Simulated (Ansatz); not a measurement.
## Ge: stationary points along a deformation path

Method: DFT PBEsol, scalar-relativistic, plane waves, PAW in Ansatz 0.2.0. Cutoff 420 eV, Γ-centred 28×28×26 k-points, Gaussian smearing of 0.15 eV. No spin polarisation. Energies are free energies at this smearing, counted from the undisturbed cell; pressure is positive in compression.

The starting cell (relaxed at this level; this form isn't the usual structure):

```
Ge
1.0
     1.38261   -2.51950    0.00000
     1.38261    2.51950    0.00000
     0.00000    0.00000    2.64273
Ge
1
Direct
  0.50000 0.50000 0.00000
```

At fixed volume and fractional coordinates, lengths along (0.000, 0.000, 1.000) are scaled against those across it; ρ is that ratio over its starting value. V = 18.412 Å³/atom. Δσ is the stress along the axis less the mean stress across it (compression positive).

```
    ρ  ΔE (meV/atom)  Δσ (GPa) space group
0.800          429.0     56.79         Cmmm
0.850          213.5     36.90         Cmmm
0.920           52.2     17.12         Cmmm
0.960           10.8      8.04         Cmmm
1.000            0.0     -0.77         Cmmm
1.050           16.8     -8.42         Cmmm
1.100           61.0    -15.84         Cmmm
1.200          203.6    -26.44         Cmmm
1.300          389.2    -33.87         Cmmm
```

Task: How does the stress give the slope of the energy, and where is the energy stationary?

Result: Along the path d ln(length) is 2/3 d ln ρ on the axis and −1/3 d ln ρ across it, so dE/d ln ρ = −(2/3) V Δσ: the energy falls with ρ where Δσ is positive. Δσ vanishes or changes sign between ρ = 0.960 and 1.000, a minimum (near 1.00 by linear interpolation). Pairs of stationary points between two samples would go unseen, and could change a minimum read from distant neighbours into a maximum.

Task: Integrate that slope from ρ = 1 to 1.200 by the trapezoid rule.

Result: With V/N in Å³ and 1 eV/Å³ = 160.2 GPa the slopes at ρ = 1.000, 1.050, 1.100, 1.200 are 59, 645, 1213, 2026 meV/atom per unit of ln ρ. The steps add 17.2 + 43.2 + 140.9 = 201.3 meV/atom, against 203.6 from the energies; the trapezoid rule misses the curvature of the slope within each step.

In a metal these slopes depend on the k mesh and the smearing.

Cost: 9 runs of about 4.5 core-minutes in all, on Arm Neoverse V2 (shared hosts).